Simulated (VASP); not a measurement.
Input of a VASP 6.6.1 run:

The input INCAR:

```
  ALGO = Fast
  EDIFF = 1E-7
  ENCUT = 520
  GGA = PE
  IBRION = 6
  ISIF = 2
  ISMEAR = 0
  LASPH = T
  LCHARG = F
  LPHON_DISPERSION = T
  LREAL = Auto
  LWAVE = F
  NELM = 100
  NFREE = 2
  NSW = 1
  PHON_NWRITE = -3
  POTIM = 0.015
  PREC = Accurate
  SIGMA = 0.02
```

KPOINTS

```
k-points
0
Gamma
  3 3 2
```

File POSCAR:

```
Si
1.0
    0.0000000000      0.0000000000      4.9327087800
    5.2410856200      0.0000000000      0.0000000000
    0.0000000000      9.0778266000      0.0000000000
Si
16
Direct
    0.4325021850      0.0102034250      0.4546402950
    0.4325021850      0.0102034250      0.9546402950
    0.4325021850      0.5102034250      0.4546402950
    0.4325021850      0.5102034250      0.9546402950
    0.9325021850      0.0102034250      0.4546402950
    0.9325021850      0.0102034250      0.9546402950
    0.9325021850      0.5102034250      0.4546402950
    0.9325021850      0.5102034250      0.9546402950
    0.0674978150      0.2397965750      0.2953597050
    0.0674978150      0.2397965750      0.7953597050
    0.0674978150      0.7397965750      0.2953597050
    0.0674978150      0.7397965750      0.7953597050
    0.5674978150      0.2397965750      0.2953597050
    0.5674978150      0.2397965750      0.7953597050
    0.5674978150      0.7397965750      0.2953597050
    0.5674978150      0.7397965750      0.7953597050
```

The input QPOINTS:

```
path GXSYGZURTZ,YT,UX,SR
8
line-mode
reciprocal
 0.0000000000  0.0000000000  0.0000000000  G
 0.5000000000  0.0000000000  0.0000000000  X

 0.5000000000  0.0000000000  0.0000000000  X
 0.5000000000  0.5000000000  0.0000000000  S

 0.5000000000  0.5000000000  0.0000000000  S
 0.0000000000  0.5000000000  0.0000000000  Y

 0.0000000000  0.5000000000  0.0000000000  Y
 0.0000000000  0.0000000000  0.0000000000  G

 0.0000000000  0.0000000000  0.0000000000  G
 0.0000000000  0.0000000000  0.5000000000  Z

 0.0000000000  0.0000000000  0.5000000000  Z
 0.5000000000  0.0000000000  0.5000000000  U

 0.5000000000  0.0000000000  0.5000000000  U
 0.5000000000  0.5000000000  0.5000000000  R

 0.5000000000  0.5000000000  0.5000000000  R
 0.0000000000  0.5000000000  0.5000000000  T

 0.0000000000  0.5000000000  0.5000000000  T
 0.0000000000  0.0000000000  0.5000000000  Z

 0.0000000000  0.5000000000  0.0000000000  Y
 0.0000000000  0.5000000000  0.5000000000  T

 0.5000000000  0.0000000000  0.5000000000  U
 0.5000000000  0.0000000000  0.0000000000  X

 0.5000000000  0.5000000000  0.0000000000  S
 0.5000000000  0.5000000000  0.5000000000  R
```

Potentials or basis: VASP PAW PBE potentials, release 64 (Si).

Command:

```bash
$ cat potpaw_PBE.64/Si/POTCAR > POTCAR
$ mpirun -np 1 vasp_std > vasp.out
```

Estimate the highest phonon frequency.

767 cm⁻¹.

Predict the most unstable mode.

289i cm⁻¹.

Phonon frequencies at the corners of the path (cm⁻¹, interpolated; i marks imaginary ones):
```
point                 frequencies
    Γ          218i 0 0 0 463 709
    X      70 118 151 357 477 743
    S   214i 158i 214 242 554 740
    Y   200i 141i 125i 42 593 767
    Z     206i 96i 16i 46 473 715
    U       74 78 144 346 478 745
    R   173i 128i 221 267 545 748
    T  289i 176i 152i 60i 594 765
```

Caveat: the k mesh is coarse (spacing up to 0.42 Å⁻¹), so the values aren't converged; some modes are imaginary.
